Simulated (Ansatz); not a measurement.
**Hf: from a trial structure to a relaxed crystal**

The calculation used DFT PBE, scalar-relativistic, plane waves, PAW in Ansatz. Cutoff 420 eV, Γ-centred k mesh, Gaussian smearing, no spin polarisation in the final step.

The start is a random cell of Hf with space group P6_422 (No. 181), drawn with lower limits on the distances.

```
Hf
1.0
     6.51859    0.00000    0.00000
    -3.25929    5.64526    0.00000
     0.00000    0.00000    4.24142
Hf
6
Direct
  0.25000 0.50000 0.50000
  0.25000 0.75000 0.16667
  0.50000 0.25000 0.83333
  0.50000 0.75000 0.83333
  0.75000 0.25000 0.16667
  0.75000 0.50000 0.50000
```

Steps on the 3×3×4 mesh (6 atoms). 11 of 12 steps are shown, and the free energy counts from the last. Trial steps that were taken back and renewals of the plane-wave basis can be among the rows.

```
step  ΔF (meV/atom) V (Å³/atom) P (GPa) largest force component (eV/Å)
   1         2490.2        26.01    28.70                          11.043
   2          969.4        26.75     9.02                           4.932
   3          338.1        26.19     0.90                           1.925
   4          177.0        25.20    -1.13                           0.278
   5          119.5        24.44    -0.18                           0.239
   6           60.3        24.02     1.13                           0.200
   7           11.2        24.10     1.72                           0.125
   8            4.0        24.81     0.36                           0.012
   9            2.6        24.88    -0.20                           0.008
  10            0.2        24.88    -0.25                           0.009
  12            0.0        24.83     0.01                           0.000
```

A final relaxation ran on a 6×6×12 mesh. The relaxed crystal, P6_422 (No. 181):

```cif
data_structure
_symmetry_space_group_name_H-M 'P6_422'
_symmetry_Int_Tables_number 181
_cell_length_a 7.4000
_cell_length_b 7.4000
_cell_length_c 3.1285
_cell_angle_alpha 90.000
_cell_angle_beta 90.000
_cell_angle_gamma 120.000
_cell_volume 148.36
loop_
_atom_site_label
_atom_site_type_symbol
_atom_site_symmetry_multiplicity
_atom_site_Wyckoff_symbol
_atom_site_fract_x
_atom_site_fract_y
_atom_site_fract_z
_atom_site_occupancy
Hf1 Hf 6 j 0.21252 0.42504 0.50000 1
```

For Hf, the volume per atom is 24.73 Å³ and the density is 11.99 g/cm³. The energy over the standard structure is 0.61 eV/atom. The gap on the 6×6×12 mesh is 0 eV (a metal).

Energies count from the standard state of Hf at the same level.

The final run used a 6×6×12 mesh on its 6-atom cell and 0.10 eV smearing. The k mesh leaves about 4 meV/atom of noise in metals. Spin–orbit coupling is left out.

A structure relaxed within its symmetry needn't be a true minimum.